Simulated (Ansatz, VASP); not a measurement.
## One calculation of Si3Mo, two programs

Contents of INCAR:

```
SYSTEM = Si3Mo
  PREC = Accurate
  ENCUT = 520
  EDIFF = 1E-7
  ISMEAR = 0
  SIGMA = 0.1
  LREAL = .False.
  LASPH = .True.
  NELM = 150
  ALGO = Normal
  ISIF = 2
  LWAVE = .False.
  LCHARG = .True.
  ISPIN = 2
  MAGMOM = 0 0 0 1
  LORBIT = 11
  LMAXMIX = 4
  GGA = PE
  LELF = .True.
  LVHAR = .True.
  NBANDS = 25
```

File KPOINTS:

```
regular mesh
0
Gamma
  4 4 4
  0 0 0
```

Contents of POSCAR:

```
Si3Mo
1.0
    3.8274465554      0.0000000000      0.0000000000
    0.0000000000      3.8274465554      0.0000000000
    0.0000000000      0.0000000000      3.8274465554
Si Mo
3 1
Direct
    0.0000000000      0.5000000000      0.5000000000
    0.5000000000      0.0000000000      0.5000000000
    0.5000000000      0.5000000000      0.0000000000
    0.0000000000      0.0000000000      0.0000000000
```

Input for Ansatz:

```yaml
crystal:
  lattice:
    - [3.8274465554, 0.0, 0.0]
    - [0.0, 3.8274465554, 0.0]
    - [0.0, 0.0, 3.8274465554]
  atoms:
    - { symbol: Si, position: [0.0, 0.5, 0.5] }
    - { symbol: Si, position: [0.5, 0.0, 0.5] }
    - { symbol: Si, position: [0.5, 0.5, 0.0] }
    - { symbol: Mo, position: [0.0, 0.0, 0.0], spin: 1.0 }
basis:
  ecutwfc: 420
kpoints:
  mp_grid: { grid: [4, 4, 4] }
hamiltonian:
  xc: pbe
scf:
  occupations: { method: gaussian, width: 0.1 }
  lower_state_search: "off"
output:
  forces: true
  stress: true
  eigenvalues: true
  populations: true
magnetization:
  spin_polarized: true
```

Change from the starting cell: species swapped into the ZnPd3 type (Pm-3m, No. 221).

Alike in both runs: task single point; functional PBE; k mesh 4 × 4 × 4; occupations gaussian, width 0.1 eV; collinear spin.

```csv
,VASP,Ansatz
version,VASP 6.6.1,Ansatz 0.2.0
potentials or method,"VASP PAW PBE potentials, release 64 (Si, Mo_sv)","scalar-relativistic, plane waves, PAW"
plane-wave cutoff (eV),520,420
valence electrons in the cell,26,26
```

```tsv
	VASP	Ansatz	Ansatz less VASP
gap on the k mesh at the Fermi level (eV)	none	none	-
pressure (GPa)	-0.1	-0.1	-0.06
net moment per atom (μB)	0.00	0.00	0.000
```

A gap of «none» marks a metal or a gap that the smearing closes. Ansatz warned: «seeded_moment_not_kept».

Caveats: the k mesh is coarse (spacing up to 0.41 Å⁻¹), so the values aren't converged.
